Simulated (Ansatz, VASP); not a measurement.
**One calculation of Sc, two programs**

```xyz
1
Lattice="0.0000 2.2705 2.2705 2.2705 0.0000 2.2705 2.2705 2.2705 0.0000" Properties=species:S:1:pos:R:3 pbc="T T T"
Sc    0.0000    0.0000    0.0000
```

Alike in both runs: task single point; functional PBE; k mesh 12 × 12 × 12; occupations gaussian, width 0.05 eV; no spin polarisation.

|  | VASP | Ansatz |
| --- | --- | --- |
| version | VASP 6.6.1 | Ansatz 0.2.0 |
| potentials or method | VASP PAW PBE potentials, release 64 (Sc_sv), cutoff 520 eV | all-electron LAPW, scalar-relativistic |

|  | VASP | Ansatz | Ansatz less VASP |
| --- | --- | --- | --- |
| pressure (GPa) | 3.0 | 3.0 | -0.03 |

Ansatz ran all-electron here, so the differences hold the error of VASP's frozen core and of both bases.
